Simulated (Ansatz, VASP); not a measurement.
Two plane-wave programs on Sb

Contents of INCAR:

```
SYSTEM = Sb
  PREC = Accurate
  ENCUT = 520
  EDIFF = 1E-6
  ISMEAR = -1
  SIGMA = 0.1
  LREAL = .FALSE.
  LASPH = .TRUE.
  NELM = 80
  ALGO = Normal
  ISIF = 2
  LWAVE = .FALSE.
  LCHARG = .FALSE.
  NBANDS = 8
```

The input KPOINTS:

```
Automatic mesh
0
G
  12 12 12
  0 0 0
```

File POSCAR:

```
Sb
1.0
    2.9118468527      0.0000000000      0.0000000000
    0.0000000000      2.9118468527      0.0000000000
    0.0000000000      0.0000000000      2.9118468527
Sb
1
Direct
    0.0000000000      0.0000000000      0.0000000000
```

Input for Ansatz:

```yaml
crystal:
  lattice:
    - [2.9118468527, 0.0, 0.0]
    - [0.0, 2.9118468527, 0.0]
    - [0.0, 0.0, 2.9118468527]
  atoms:
    - { symbol: Sb, position: [0.0, 0.0, 0.0] }
hamiltonian:
  xc: lda
  pseudopotentials:
    kind: paw
    azcp:
      Sb: "pseudopotentials/Sb.paw.azcp"
basis:
  ecutwfc: 420
  fft_grid_basis: typed
kpoints:
  mp_grid: { grid: [12, 12, 12], shift: [0, 0, 0] }
magnetization:
  spin_polarized: false
scf:
  occupations: { method: fermi_dirac, width: 0.1 }
  lower_state_search: "off"
output:
  stress: true
  write_density: true
  write_potential: true
  elf: true
  volumetric_format: npy
```

Alike in both runs: task single point; functional LDA; k mesh 12 × 12 × 12; occupations fermi-dirac, width 0.1 eV; no spin polarisation.

```csv
,VASP,Ansatz
version,VASP 6.6.1,Ansatz 0.2.0
potentials or method,"VASP PAW LDA potentials, release 64 (Sb)","plane waves (420 eV) with PAW, scalar-relativistic"
plane-wave cutoff (eV),520,420
valence electrons in the cell,5,15
```

```csv
,VASP,Ansatz,Ansatz less VASP
pressure (GPa),12.0,11.4,-0.60
```

The two sets of potentials don't hold the same shells in valence. Ansatz warned: «pseudo_functional_mismatch».

Spin-orbit coupling is left out, which matters for the levels of Sb.
